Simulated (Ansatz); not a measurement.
**HgSe: single point with PBE**

The system is HgSe.

```
CELL_PARAMETERS angstrom
0.00000 3.03900 3.03900
3.03900 0.00000 3.03900
3.03900 3.03900 0.00000
ATOMIC_POSITIONS crystal
Hg 0.00000 0.00000 0.00000
Se 0.75000 0.75000 0.75000
```

```
Program             : Ansatz 0.2.0
Task                : single point
Functional          : PBE
Potentials or basis : all-electron LAPW, scalar-relativistic
Cutoff              : 278 eV (chosen from the basis error)
Basis error allowed : 0.001 eV/atom
k mesh              : 8 × 8 × 8
Occupations         : gaussian, width 0.021 eV
Spin                : no spin polarisation
```

```json
{
  "Pressure": "4.7 GPa",
  "Band gap on the k mesh": "none (metal or under the smearing width)"
}
```

Levels at points of the mesh, in eV from the Fermi level:
```tsv
k point	band 32	band 33	band 34	band 35	band 36	band 37
(0.00, 0.00, 0.00)	-0.94	-0.01	-0.01	-0.01	5.49	5.49
(0.00, 0.00, -0.50)	-5.53	-0.98	-0.98	1.12	6.26	6.26
(0.00, -0.50, -0.50)	-5.10	-2.32	-2.32	2.79	3.00	8.45
```

It took 20 s on 1 thread of Intel(R) Xeon(R) Platinum 8175M CPU @ 2.50GHz (Skylake/Cascade Lake) (shared host), peak memory 0.37 GiB.

Spin-orbit coupling is left out, which matters for the levels of Hg.
